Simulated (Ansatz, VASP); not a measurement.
**One calculation of Cu, two programs**

```
Cu
1.0
    -0.01808    1.79846    1.79846
     1.79846   -0.01808    1.79846
     1.79846    1.79846   -0.01808
Cu
1
Direct
  0.00000 0.00000 0.00000
```

Change from the starting cell: equal xy, yz and zx shear strains of -1 %.

Alike in both runs: task single point; functional PBEsol; k mesh 19 × 19 × 19; occupations fermi-dirac, width 0.08 eV; no spin polarisation.

|  | VASP | Ansatz |
| --- | --- | --- |
| version | VASP 6.6.1 | Ansatz 0.2.0 |
| potentials or method | VASP PAW PBE potentials, release 64 (Cu), cutoff 520 eV | all-electron LAPW, scalar-relativistic |

|  | VASP | Ansatz | Ansatz less VASP |
| --- | --- | --- | --- |
| pressure (GPa) | -5.8 | -6.5 | -0.69 |
| largest component of the traceless stress (GPa) | 0.69 | 0.70 | +0.008 |

Ansatz ran all-electron here, so the differences hold the error of VASP's frozen core and of both bases.

Caveats: the PAW data sets were made with another functional, which shifts forces and pressure a little (VASP).
